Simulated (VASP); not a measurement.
A run of VASP 6.6.1 is set up as follows.

File INCAR:

```
SYSTEM = Si
PREC = Accurate
ENCUT = 520
EDIFF = 1E-7
ISMEAR = -1
SIGMA = 0.05
LREAL = .FALSE.
LASPH = .TRUE.
NELM = 80
ALGO = Normal
ISIF = 2
LWAVE = .FALSE.
LCHARG = .FALSE.
GGA = PE
NBANDS = 11
```

The input KPOINTS:

```
Automatic mesh
0
G
  8 8 8
  0 0 0
```

The input POSCAR:

```
Si
1.0
    0.0000000000      2.7218511865      2.7218511865
    2.7218511865      0.0000000000      2.7218511865
    2.7218511865      2.7218511865      0.0000000000
Si
2
Direct
    0.5093070000      0.4893590000      0.5031720000
    0.7438730000      0.7519100000      0.7438630000
```

Potentials or basis: VASP PAW PBE potentials, release 64 (Si).

Run with:

```sh
$ cat potpaw_PBE.64/Si/POTCAR > POTCAR
$ mpirun -np 1 vasp_std > vasp.out
```

(1) Estimate the pressure.

(2) Estimate the largest force.

## Answers

(1) 1.4 GPa.

(2) 0.903 eV/Å.
